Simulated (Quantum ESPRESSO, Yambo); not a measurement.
An input for Yambo 5.3.0 (SiC (P6_3mc)):

```
optics
bss
bse
em1s
dipoles
rim_cut
RandQpts= 1000000
RandGvec= 1 RL
Chimod= "HARTREE"
BSKmod= "SEX"
BSEmod= "resonant"
BSSmod= "d"
BSENGexx= 30 Ry
BSENGBlk= 6 Ry
% BSEQptR
 1 | 1 |
%
% BSEBands
 11 | 32 |
%
% BEnRange
 0 | 9 | eV
%
% BDmRange
 0.1 | 0.1 | eV
%
BEnSteps= 181
% BLongDir
 1 | 0 | 0 |
%
% BndsRnXs
 1 | 108 |
%
NGsBlkXs= 6 Ry
% LongDrXs
 1 | 1 | 1 |
%
% KfnQP_E
 0.754 | 1.0 | 1.0 |
%
WRbsWF
```

```sh
OMP_NUM_THREADS=1 mpirun -n 4 yambo -F bse3.in -J bse3 -C bse3 > bse3.log
```

The stored states that it reads are on a 6×6×1 mesh. The structure is hexagonal, space group P6_3mc (No. 186). The conventional cell has a = 3.077 Å, b = 3.077 Å, c = 15.098 Å, α = 90.00°, β = 90.00°, γ = 120.00°. Nearest to Si lie 4 C at 1.88 to 1.89 Å. Nearest to Si lie 4 C at 1.89 Å. C has 4 Si at 1.88 to 1.89 Å nearest. Nearest to C lie 4 Si at 1.88 to 1.89 Å. Nearest to C lie 4 Si at 1.89 Å. Farther neighbours are not listed.

Estimate wall time and host memory on 4 MPI ranks of Arm Neoverse V2, shared host.

It took 6.5 min; on shared hardware allow 3.2 min to 13 min. Peak host memory was 2.3 GiB.

The kernel grows as the square of the matrix size, and full diagonalisation as its cube.

[Paths, hosts, dates, memory and timing lines, banners, echoed tables and standing remarks are left out of the program output.]

[Logs are printed without paths, hosts, clocks, repeated set-up lines and the standing remarks that a program may print on its own settings, such as how far it seeks lower states.]

[Runs of the session that timed out or met a known fault of the program may be left out.]

[Hosts, paths, dates, database ids (printed as entryN), source tags and the programs' standing remarks are cut or masked in the printed files.]
